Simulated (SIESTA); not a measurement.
Here is a SIESTA 5.4.2 calculation.

Contents of Ge.fdf:

```
SystemName                      Ge
SystemLabel                     Ge
NumberOfSpecies                 1
NumberOfAtoms                   1
%block ChemicalSpeciesLabel
  1  32 Ge
%endblock ChemicalSpeciesLabel

LatticeConstant                 1.0 Ang
%block LatticeVectors
     1.3971490000    -2.6005160000     0.0000000000
     1.3971490000     2.6005160000     0.0000000000
     0.0000000000     0.0000000000     2.6982310000
%endblock LatticeVectors
AtomicCoordinatesFormat         Fractional
%block AtomicCoordinatesAndAtomicSpecies
     0.5000000000     0.5000000000     0.0000000000  1  Ge
%endblock AtomicCoordinatesAndAtomicSpecies

%block kgrid.MonkhorstPack
    8   0   0  0.0
    0   8   0  0.0
    0   0   7  0.0
%endblock kgrid.MonkhorstPack
XC.Functional                   GGA
XC.Authors                      PBEsol
PAO.BasisSize                   DZP
PAO.EnergyShift                 0.003 Ry
Mesh.Cutoff                     800 Ry
OccupationFunction              FD
ElectronicTemperature           0.05 eV
MaxSCFIterations                120
SCF.MustConverge                false
SCF.Mixer.Method                Pulay
SCF.Mixer.Weight                0.25
SCF.Mixer.History               8
SCF.DM.Tolerance                5.0e-05
SCF.H.Tolerance                 1.0e-03 eV
WriteForces                     true
Charge.Mulliken                 end
Charge.Hirshfeld                end
Charge.Voronoi                  end
SaveRho                         true
SaveElectrostaticPotential      true
MD.TypeOfRun                    CG
MD.Steps                        40
MD.MaxForceTol                  0.01 eV/Ang
MD.MaxDispl                     0.1 Ang
WriteCoorStep                   true
AtomCoorFormatOut               Fractional
MD.VariableCell                 true
MD.MaxStressTol                 0.1 GPa
%block PAO.Basis
  Ge 4
  n=4 0 2
    5.960 0.000
  n=4 1 2
    8.130 0.000
  n=3 2 2
    3.189 0.000
  n=4 2 1
    8.130
%endblock PAO.Basis
```

Potentials or basis: PseudoDojo 0.4 standard (PBEsol files), DZP (energy shift 0.003 Ry; two zetas on semicore shells).

Command:

```console
$ siesta < Ge.fdf > Ge.out 2>&1
```

**Question.** Predict the space group after relaxing (to 0.05 Å).

**Answer.** P6/mmm (No. 191).

**Question.** Predict the relaxed volume.

**Answer.** 18.62 Å³/atom.

**Question.** Estimate the relaxed cell.

**Answer.** a = 2.842 Å, b = 2.842 Å, c = 2.664 Å, α = 90.00°, β = 90.00°, γ = 120.04°.

**Question.** Estimate the band gap on the k mesh.

**Answer.** None (metal or under the smearing width).

Step by step:
```tsv
step	energy change (eV)	largest force (eV/Å)	pressure (GPa)	volume (Å³)
1	0.0000	0.0000	-2.62	19.61
2	-0.0101	0.0000	-0.98	19.05
3	-0.0161	0.0000	1.08	18.46
4	-0.0161	0.0000	1.08	18.46
5	-0.0217	0.0000	0.41	18.48
6	-0.0217	0.0000	0.42	18.48
7	-0.0184	0.0000	-1.21	19.08
8	-0.0215	0.0000	0.00	18.62
9	-0.0212	0.0000	-0.44	18.74
10	-0.0215	0.0000	-0.07	18.64
11	-0.0215	0.0000	-0.02	18.62
```

Caveat: the basis of atomic orbitals isn't converged, which shifts pressures, moduli and gaps.
